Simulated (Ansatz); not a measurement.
**Two Ansatz runs on Gd**

The cell is built from the sc type as a first guess.

First run: DFT, PBE, PAW with Ansatz's default frozen-core files, scalar-relativistic (Ansatz 0.2.0).

Command: `ansatz run input.yaml --threads 1 --pin off --max-ram 3072MiB --backend cpu --events-out ev --progress --plain --runs-dir out` The run took about 19 s on 1 thread of a shared machine.

```yaml
crystal:
  lattice:
    - [3.2195088072, 0.0, 0.0]
    - [0.0, 3.2195088072, 0.0]
    - [0.0, 0.0, 3.2195088072]
  atoms:
    - { symbol: Gd, position: [0.0, 0.0, 0.0], spin: 7.0 }
magnetization:
  spin_polarized: true
kpoints:
  mp_grid: { grid: [10, 10, 10] }
scf:
  occupations: { method: fermi_dirac, width: 0.05 }
hamiltonian:
  xc: pbe
  pseudopotentials: { kind: paw }
output:
  forces: true
  stress: true
  write_density: true
  write_potential: true
  elf: true
  volumetric_format: npy
relax:
  f_tol: 0.005
  max_steps: 80
  cell: {}
```

Result: converged; relaxed volume 34.652 Å³/atom; moment 7.87 μB; 31 SCF iterations in all.

Semilocal functionals without a Hubbard term describe localised f shells poorly; where the shell is localised, the real material differs.

No spin–orbit coupling, which matters for the heavy atoms here.

The input is then changed:

```diff
@@ -9,7 +9,8 @@
   spin_polarized: true
 kpoints:
-  mp_grid: { grid: [10, 10, 10] }
+  mp_grid: { grid: [3, 3, 3] }
 scf:
   occupations: { method: fermi_dirac, width: 0.05 }
+  mixing: { preconditioner: ldos }
 hamiltonian:
   xc: pbe
@@ -18,8 +19,4 @@
   forces: true
   stress: true
-  write_density: true
-  write_potential: true
-  elf: true
-  volumetric_format: npy
 relax:
   f_tol: 0.005
```

Question: What does the second run give?

Answer: It converged; energy at zero smearing -183.1 meV/atom from the first run; relaxed volume 31.579 Å³/atom; moment 7.94 μB; 42 SCF iterations in all. Some of these settings are too coarse for converged properties.
